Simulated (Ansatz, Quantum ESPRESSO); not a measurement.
# Si(111), F on both faces: the gap along the path at a withheld member of a series

How the rows were computed: Quantum ESPRESSO 7.5, PBE, GBRV ultrasoft. All atoms relax in a periodic cell with 16 Å of vacuum in the starting cell; runs with a sawtooth field of 0 and 0.1 V/Å and a dipole correction follow on the relaxed atoms, and bands along a path. Fermi-Dirac smearing of 0.002 Ry. The slabs take the lattice constants of the bulk relaxed by the same program. The series steps the number of bilayers.

```tsv
number of bilayers	gap along the path (eV)
2 bilayers	1.128
3 bilayers	0.916
4 bilayers	0.847
6 bilayers	0.770
7 bilayers	0.745
8 bilayers	0.735
10 bilayers	0.701
```

To predict: What is the gap along the path at 5 bilayers?

**Worked estimate.** The rows at 4 bilayers and 6 bilayers give a slope of (0.770 − (0.847))/(6 − (4)) = −0.0385, so a straight line gives 0.808 eV. A parabola through these and the row at 3 bilayers gives 0.798 eV.

What the calculation gave: 0.795 eV. The line misses by +0.013 and the parabola by +0.003 eV. The parabola does better.

Caveats: Semilocal gaps are too small; no spin-orbit coupling; every broken bond is capped, which crowds large atoms; the ions are held in the field.

[Logs are printed without paths, hosts, clocks, repeated set-up lines and the standing remarks that a program may print on its own settings, such as how far it seeks lower states.]
